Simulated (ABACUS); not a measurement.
# BaTiO3 (P4mm) in ABACUS: reference runs

Aim: a first look at BaTiO3 with PBE, on the cell as given and on a disturbed one.

Everything below comes from runs of ABACUS 3.10.1. Logs are shortened: lines on timing, memory, paths and dates and some standing lists are left out, and cuts for length are marked.

## (1) Starting point

Symmetry: P4mm, No. 99, tetragonal system. The conventional cell has a = 4.000 Å, b = 4.000 Å, c = 4.018 Å, α = 90.00°, β = 90.00°, γ = 90.00°. Ba (site symmetry 4mm) has 12 O at 2.79 to 2.88 Å as nearest neighbours. Around Ti (site symmetry 4mm) lie 6 O at 1.89 to 2.13 Å. O (site symmetry 2mm) is surrounded by 2 Ti at 2.00 Å. Around O (site symmetry 4mm) lie 2 Ti at 1.89 to 2.13 Å.

## (2) Single point, PBE

Input file INPUT:

```
INPUT_PARAMETERS
suffix              BaTiO3
calculation         scf
basis_type          pw
pseudo_dir          ./
symmetry            1
dft_functional      pbe
ecutwfc             84
pseudo_rcut         10
nspin               1
nbands              24
ks_solver           dav
smearing_method     fd
smearing_sigma      0.00367493
scf_thr             1e-08
scf_nmax            100
mixing_type         broyden
mixing_beta         0.7
cal_force           1
cal_stress          1
kpar                4
```

Input file STRU:

```
ATOMIC_SPECIES
Ba 137.3270 Ba.upf
Ti 47.8670 Ti.upf
O 15.9990 O.upf

LATTICE_CONSTANT
1.8897261246

LATTICE_VECTORS
3.9998000000 0.0000000000 0.0000000000
0.0000000000 3.9998000000 0.0000000000
0.0000000000 0.0000000000 4.0180000000

ATOMIC_POSITIONS
Direct

Ba
0.0
1
0.0000000000 0.0000000000 0.0000000000 1 1 1

Ti
0.0
1
0.5000000000 0.5000000000 0.4900000000 1 1 1

O
0.0
3
0.0000000000 0.5000000000 0.5170000000 1 1 1
0.5000000000 0.0000000000 0.5170000000 1 1 1
0.5000000000 0.5000000000 0.0190000000 1 1 1
```

Input file KPT:

```
K_POINTS
0
Gamma
7 7 7 0 0 0
```

Potentials or basis: PseudoDojo NC SR 0.4.1 PBE standard, plane waves.

On the command line:

```console
$ OMP_NUM_THREADS=1 mpirun -np 4 abacus > log
```

running log:

```text
ABACUS v3.10.1

               Atomic-orbital Based Ab-initio Computation at UStc

 ------------------------------------------------------------------------------------

 READING GENERAL INFORMATION
                           global_out_dir = OUT.BaTiO3/
                           global_in_card = INPUT
                               pseudo_dir = ./
                              orbital_dir =
                                    DSIZE = 4
                                    GSIZE = 1

 READING UNITCELL INFORMATION
                                    ntype = 3
                  lattice constant (Bohr) = 1.88973
              lattice constant (Angstrom) = 1

 READING ATOM TYPE 1
                               atom label = Ba
                      L=0, number of zeta = 1
                      L=1, number of zeta = 1
                      L=2, number of zeta = 1
             number of atom for this type = 1

 READING ATOM TYPE 2
                               atom label = Ti
                      L=0, number of zeta = 1
                      L=1, number of zeta = 1
                      L=2, number of zeta = 1
             number of atom for this type = 1

 READING ATOM TYPE 3
                               atom label = O
                      L=0, number of zeta = 1
                      L=1, number of zeta = 1
                      L=2, number of zeta = 1
             number of atom for this type = 3

                        TOTAL ATOM NUMBER = 5
DIRECT COORDINATES
    atom                   x                   y                   z     mag                  vx                  vy                  vz
taud_Ba1            0.0000000000        0.0000000000        0.0000000000  0.0000        0.0000000000        0.0000000000        0.0000000000
taud_Ti1            0.5000000000        0.5000000000        0.4900000000  0.0000        0.0000000000        0.0000000000        0.0000000000
taud_O1            0.0000000000        0.5000000000        0.5170000000  0.0000        0.0000000000        0.0000000000        0.0000000000
taud_O2            0.5000000000        0.0000000000        0.5170000000  0.0000        0.0000000000        0.0000000000        0.0000000000
taud_O3            0.5000000000        0.5000000000        0.0190000000  0.0000        0.0000000000        0.0000000000        0.0000000000

                          Volume (Bohr^3) = 433.794
                             Volume (A^3) = 64.2815

 Lattice vectors: (Cartesian coordinate: in unit of a_0)
              +3.9998                  +0                  +0
                   +0             +3.9998                  +0
                   +0                  +0              +4.018
 Reciprocal vectors: (Cartesian coordinate: in unit of 2 pi/a_0)
            +0.250013                  -0                  +0
                   -0           +0.250013                  -0
                   +0                  -0            +0.24888
 The esolver type has been set to : ksdft_pw

                PAO radial cut off (Bohr) = 10

 Read in pseudopotential file is Ba.upf
                     pseudopotential type = NC
          exchange-correlation functional = PBE
                 nonlocal core correction = 1
                        valence electrons = 10
                                     lmax = 2
                           number of zeta = 3
                     number of projectors = 6
                           L of projector = 0
                           L of projector = 0
                           L of projector = 1
                           L of projector = 1
                           L of projector = 2
                           L of projector = 2
                PAO radial cut off (Bohr) = 10

 Read in pseudopotential file is Ti.upf
                     pseudopotential type = NC
          exchange-correlation functional = PBE
                 nonlocal core correction = 1
                        valence electrons = 12
                                     lmax = 2
                           number of zeta = 4
                     number of projectors = 6
                           L of projector = 0
                           L of projector = 0
                           L of projector = 1
                           L of projector = 1
                           L of projector = 2
                           L of projector = 2
                PAO radial cut off (Bohr) = 10

 Read in pseudopotential file is O.upf
                     pseudopotential type = NC
          exchange-correlation functional = PBE
                 nonlocal core correction = 1
                        valence electrons = 6
                                     lmax = 2
                           number of zeta = 2
                     number of projectors = 5
                           L of projector = 0
                           L of projector = 0
                           L of projector = 1
                           L of projector = 1
                           L of projector = 2
     initial pseudo atomic orbital number = 27

 SETUP THE ELECTRONS NUMBER
            electron number of element Ba = 10
      total electron number of element Ba = 10
            electron number of element Ti = 12
      total electron number of element Ti = 12
             electron number of element O = 6
       total electron number of element O = 18
            AUTOSET number of electrons:  = 40
                           occupied bands = 20
                                   NBANDS = 24
                                   NLOCAL = 45

%%%%%%%%%%%%%%%%%%%%%%%%%%%%%%%%%%%%%%%%%%%%%%%%%%%%%%%%%%%%%%%%%%%%%%%%%%%%%%%%%%%%%%%%%%%%%%%%%%%%%%%%%%
 Warning: the number of valence electrons in pseudopotential > 2 for Ba: [Xe] 6s2
[... 53 lines left out ...]
                                  BRAVAIS = SIMPLE TETROGONAL CELL
                       LATTICE CONSTANT A = 3.9998
                                C/A RATIO = 1.00455
Original cell was already a primitive cell.
                        ROTATION MATRICES = 16
              PURE POINT GROUP OPERATIONS = 8
                   SPACE GROUP OPERATIONS = 8
                                       C2 = 1
                                       C3 = 0
                                       C4 = 2
                                       C6 = 0
                                       S1 = 4
                                       S3 = 0
                                       S4 = 0
                                       S6 = 0
                              POINT GROUP = C_4v
                                       C2 = 1
                                       C3 = 0
                                       C4 = 2
                                       C6 = 0
                                       S1 = 4
                                       S3 = 0
                                       S4 = 0
                                       S6 = 0
               POINT GROUP IN SPACE GROUP = C_4v

 SETUP K-POINTS
                                    nspin = 1
                   Input type of k points = Monkhorst-Pack(Gamma)
                                   nkstot = 343
                       right hand lattice = 1
(for reciprocal lattice: )
                             BRAVAIS TYPE = 5
                     BRAVAIS LATTICE NAME = 05. Tetrogonal P (simple)
                                    ibrav = 5
                       right hand lattice = 1
(for k-lattice: )
                             BRAVAIS TYPE = 5
                     BRAVAIS LATTICE NAME = 05. Tetrogonal P (simple)
                                    ibrav = 5
                       right hand lattice = 1
                        ROTATION MATRICES = 16
                               nkstot_ibz = 40
K-POINTS REDUCTION ACCORDING TO SYMMETRY
     IBZ    DIRECT_X    DIRECT_Y    DIRECT_Z  WEIGHT  ibz2bz
       1  0.00000000  0.00000000  0.00000000  0.0029       0
       2  0.14285714  0.00000000  0.00000000  0.0117       1
       3  0.28571429  0.00000000  0.00000000  0.0117       2
       4  0.42857143  0.00000000  0.00000000  0.0117       3
       5  0.14285714  0.14285714  0.00000000  0.0117       8
       6  0.28571429  0.14285714  0.00000000  0.0233       9
[... 22 lines left out ...]
      29  0.42857143  0.28571429  0.28571429  0.0466     115
      30  0.42857143  0.42857143  0.28571429  0.0233     122
[... 10 further k points ...]

                               nkstot now = 40
[... K-POINTS DIRECT COORDINATES: 40 rows ...]

           k-point number in this process = 10
       minimum distributed K point number = 10
[... stars of the k points ...]

[... K-POINTS CARTESIAN COORDINATES: 10 rows ...]

[... K-POINTS DIRECT COORDINATES: 10 rows ...]

 SETUP PLANE WAVES FOR WAVE FUNCTIONS
     energy cutoff for wavefunc (unit:Ry) = 84
              fft grid for wave functions = [ 45, 45, 45 ]
                    number of plane waves = 6627
                         number of sticks = 421

 PARALLEL PW FOR WAVE FUNCTIONS
     PROC   COLUMNS(POT)             PW
        1            421           6627
 --------------- sum -------------------
        1            421           6627

 SETUP NONLOCAL PSEUDOPOTENTIALS IN PLANE WAVE BASIS
 Ba non-local projectors:
 projector 1 L=0
 projector 2 L=0
 projector 3 L=1
 projector 4 L=1
 projector 5 L=2
 projector 6 L=2
 Ti non-local projectors:
 projector 1 L=0
 projector 2 L=0
 projector 3 L=1
 projector 4 L=1
 projector 5 L=2
 projector 6 L=2
 O non-local projectors:
 projector 1 L=0
 projector 2 L=0
 projector 3 L=1
 projector 4 L=1
 projector 5 L=2
      TOTAL NUMBER OF NONLOCAL PROJECTORS = 75

 Init Non-Local PseudoPotential table :
 Init Non-Local-Pseudopotential done.

                                     npwx = 5640

 Make real space PAO into reciprocal space.
       max mesh points in Pseudopotential = 1001
     dq(describe PAO in reciprocal space) = 0.01
                                    max q = 1104

 number of pseudo atomic orbitals for Ba is 3
WARNING: norm of atomic wavefunction # 3 of atomic type Ba is 0.995853, renormalized

 number of pseudo atomic orbitals for Ti is 4
WARNING: norm of atomic wavefunction # 3 of atomic type Ti is 0.999984, renormalized
WARNING: norm of atomic wavefunction # 4 of atomic type Ti is 0.999619, renormalized

 number of pseudo atomic orbitals for O is 2

 -------------------------------------------
 SELF-CONSISTENT
 -------------------------------------------
                                 init_chg = atomic

 PW ALGORITHM --------------- ION=   1  ELEC=   1--------------------------------

 Density error is 1.85290068039
                          Error Threshold = 0.01
----------------------------------------------------------
     Energy           Rydberg                 eV
----------------------------------------------------------
 E_KohnSham     -273.8740158474      -3726.2471496669
 E_Harris       -272.9724288860      -3713.9804297498
 E_Fermi        0.7636276708         10.3896874738
----------------------------------------------------------
[... 147 lines left out ...]
 Density error is 6.20846679325e-09
                          Error Threshold = 1.87110872425e-10
----------------------------------------------------------
     Energy           Rydberg                 eV
----------------------------------------------------------
 E_KohnSham     -274.7725169582      -3738.4718844334
 E_KS(sigma->0) -274.7725169582      -3738.4718844332
 E_Harris       -274.7729180829      -3738.4773420146
 E_band         -10.2101876157       -138.9167292219
 E_one_elec     -71.3776118333       -971.1422305654
 E_Hartree      59.7108876547        812.4083047418
 E_xc           -56.1058323218       -763.3590106090
 E_Ewald        -206.9999604578      -2816.3789480004
 E_entropy(-TS) -0.0000000000        -0.0000000005
 E_descf        0.0000000000         0.0000000000
 E_exx          0.0000000000         0.0000000000
 E_Fermi        0.8328079253         11.3309331237
----------------------------------------------------------

 charge density convergence is achieved
 final etot is -3738.4718844 eV
 EFERMI = 11.330933124 eV

 STATE ENERGY(eV) AND OCCUPATIONS    NSPIN == 1
 1/10 kpoint (Cartesian) = 0.0000 0.0000 0.0000 (5631 pws)
       1       -46.1459     0.00583090
       2       -22.4085     0.00583090
       3       -22.3786     0.00583090
       4       -22.3786     0.00583090
       5       -14.4109     0.00583090
       6       -6.45020     0.00583090
[... 146 lines left out ...]
      23        13.4308    2.69153e-20
      24        14.8413    1.50618e-32

[... levels at 4 further k points ...]

------------------------------------------------------------------------------------------
 TOTAL-FORCE (eV/Angstrom)
------------------------------------------------------------------------------------------
                       Ba1         0.0000000000         0.0000000000         0.0542381414
                       Ti1         0.0000000000         0.0000000000        -0.1459172825
                        O1         0.0000000000         0.0000000000        -0.1152016138
                        O2         0.0000000000         0.0000000000        -0.1152016138
                        O3         0.0000000000         0.0000000000         0.3220823687
------------------------------------------------------------------------------------------

----------------------------------------------------------------
 TOTAL-STRESS (KBAR)
----------------------------------------------------------------
        23.6319288958         0.0000000000         0.0000000000
         0.0000000000        23.6319288958         0.0000000000
         0.0000000000         0.0000000000        32.4065765164
----------------------------------------------------------------
 TOTAL-PRESSURE: 26.556811 KBAR

 --------------------------------------------
 !FINAL_ETOT_IS -3738.4718844334197456 eV
 --------------------------------------------
```

Wall time 67 s (4 MPI ranks of AMD EPYC 7R43 (Zen 3), shared host); peak memory 0.56 GiB.

What came out:

| Item | Value |
| --- | --- |
| Free energy | -3738.4719 eV |
| Pressure | 2.7 GPa |
| Largest force | 0.322 eV/Å |
| Band gap on the k mesh | 1.92 eV, indirect (least direct gap 2.11 eV) |

Forces in eV/Å, atoms in the order of the input:
```
Ba   0.000  0.000  0.054
Ti   0.000  0.000 -0.146
O    0.000  0.000 -0.115
O    0.000  0.000 -0.115
O    0.000  0.000  0.322
```

Levels at points of the mesh, in eV from the valence-band top:
```csv
k point,band 17,band 18,band 19,band 20,band 21,band 22,band 23,band 24
"(0.00, 0.00, 0.00)",-1.04,-0.20,-0.18,-0.18,1.92,2.13,2.13,4.14
```

Caveat: this release of the barium file is off; there are fewer bands than atomic start orbitals, so a level may be missed at k points of high symmetry; spin-orbit coupling is left out, which moves the levels of the heavy elements; an odd mesh through Γ misses points on the zone boundary, where band edges often lie.

(Part 1 of 2 ends here.)
